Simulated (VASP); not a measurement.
Here is a VASP 6.6.1 calculation.

INCAR

```
SYSTEM = Pd
PREC     = Accurate       ! precision mode
ENCUT    = 400            ! plane-wave cutoff, eV
EDIFF    = 1E-7           ! SCF threshold, eV
ISMEAR   = 1              ! smearing method
SIGMA    = 0.1            ! smearing width, eV
LREAL    = Auto         
LASPH    = .TRUE.         ! aspherical terms in the spheres
NELM     = 60             ! most SCF steps
ALGO     = Normal         ! electronic algorithm
ISIF     = 2              ! what is computed and relaxed
LWAVE    = .FALSE.        ! write WAVECAR
LCHARG   = .FALSE.        ! write CHGCAR
GGA      = PE             ! functional
IVDW     = 12             ! dispersion correction
IBRION   = 2              ! ionic algorithm
NSW      = 120            ! ionic steps
EDIFFG   = -0.03          ! ionic threshold
ISYM     = 0            
KPAR     = 4
```

KPOINTS

```
regular mesh
0
G
  6 6 1
  0 0 0
```

The input POSCAR:

```
Pd
1.0
    5.5012907576      0.0000000000      0.0000000000
    2.7506453788      4.7642575497      0.0000000000
    0.0000000000      0.0000000000     23.2376776414
Pd
16
Selective dynamics
Direct
    0.0000000000      0.0000000000      0.1075839005  F F F
    0.5000000000      0.0000000000      0.1075839005  F F F
    0.0000000000      0.5000000000      0.1075839005  F F F
    0.5000000000      0.5000000000      0.1075839005  F F F
    0.1666666667      0.1666666667      0.2042326527  F F F
    0.6666666667      0.1666666667      0.2042326527  F F F
    0.1666666667      0.6666666667      0.2042326527  F F F
    0.6666666667      0.6666666667      0.2042326527  F F F
    0.8333333333      0.3333333333      0.3008814049  T T T
    0.3333333333      0.3333333333      0.3008814049  T T T
    0.8333333333      0.8333333333      0.3008814049  T T T
    0.3333333333      0.8333333333      0.3008814049  T T T
    0.0000000000      0.0000000000      0.3975301570  T T T
    0.5000000000      0.0000000000      0.3975301570  T T T
    0.0000000000      0.5000000000      0.3975301570  T T T
    0.5000000000      0.5000000000      0.3975301570  T T T
```

Potentials or basis: VASP PAW PBE potentials, release 64 (Pd).

Run with:

```sh
$ cat potpaw_PBE.64/Pd/POTCAR > POTCAR
$ mpirun -np 4 vasp_std > vasp.out
```

Task: Estimate the energy gained by relaxing.

Result: 0.3 meV/atom.

Task: Estimate the band gap on the k mesh.

Result: None (metal or under the smearing width).

Task: Predict the dispersion energy per atom.

Result: -0.501 eV.

Final structure:
```xyz
16
Lattice="5.5013 0.0000 0.0000 2.7506 4.7643 0.0000 0.0000 0.0000 23.2377" Properties=species:S:1:pos:R:3 pbc="T T T"
Pd    0.0000    0.0000    2.5000
Pd    2.7506    0.0000    2.5000
Pd    1.3753    2.3821    2.5000
Pd    4.1260    2.3821    2.5000
Pd    1.3753    0.7940    4.7459
Pd    4.1260    0.7940    4.7459
Pd    2.7506    3.1762    4.7459
Pd    5.5013    3.1762    4.7459
Pd    5.5013    1.5881    6.9809
Pd    2.7506    1.5881    6.9809
Pd    6.8766    3.9702    6.9809
Pd    4.1260    3.9702    6.9809
Pd    0.0000    0.0000    9.2462
Pd    2.7506    0.0000    9.2462
Pd    1.3753    2.3821    9.2462
Pd    4.1260    2.3821    9.2462
```
